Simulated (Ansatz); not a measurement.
## Li in Ansatz: convergence with cutoff

Input of the first run (cutoff 80 eV); the others differ in this setting and in those tied to it:

Contents of input.yaml:

```yaml
crystal:
  lattice:
    - [3.111, 0.0, 0.0]
    - [-1.5555, 2.6942050312, 0.0]
    - [0.0, 0.0, 5.093]
  atoms:
    - { symbol: Li, position: [0.6666666667, 0.3333333333, 0.75] }
    - { symbol: Li, position: [0.3333333333, 0.6666666667, 0.25] }
kpoints:
  mp_grid: { grid: [10, 10, 5] }
scf:
  occupations: { method: fermi_dirac, width: 0.05 }
hamiltonian:
  xc: pbe
  pseudopotentials: { kind: all_electron, lapw: { basis_error: 0.001 } }
output:
  forces: true
  stress: true
  eigenvalues: true
basis:
  ecutwfc: 80
```

Potentials or basis: all-electron LAPW, scalar-relativistic.

The run is started by

```sh
$ ansatz run input.yaml --threads 1 --pin off --max-ram 3072MiB --backend cpu --events-out ev --progress --plain --runs-dir out
```

This isn't the form of Li at room conditions, which is bcc.

Hardware: 1 thread of Intel(R) Xeon(R) Processor @ 2.50GHz (Skylake/Cascade Lake), with other jobs on the host.

| cutoff | energy less the tightest run, at zero smearing (meV/atom) | SCF cycles | CPU time (s) | peak memory (GiB) |
| --- | --- | --- | --- | --- |
| 80 eV | 0.07 | 4 | 2.5 | 0.21 |
| 110 eV | 0.01 | 4 | 3.4 | 0.22 |
| 140 eV | 0.00 | 4 | 4.1 | 0.23 |
| 180 eV | 0.00 | 4 | 5.5 | 0.24 |
| 230 eV | 0.00 | 4 | 8.6 | 0.27 |
| 290 eV | 0.00 | 4 | 10 | 0.29 |
| 360 eV | 0.00 | 4 | 16 | 0.35 |
| 450 eV | 0.00 | 4 | 23 | 0.42 |
| 560 eV | 0.00 | 4 | 32 | 0.56 |

Against the tightest run, the energy stays within 1 meV/atom from 80 eV on. The tightest run that finished is the yardstick and may itself not be fully converged.
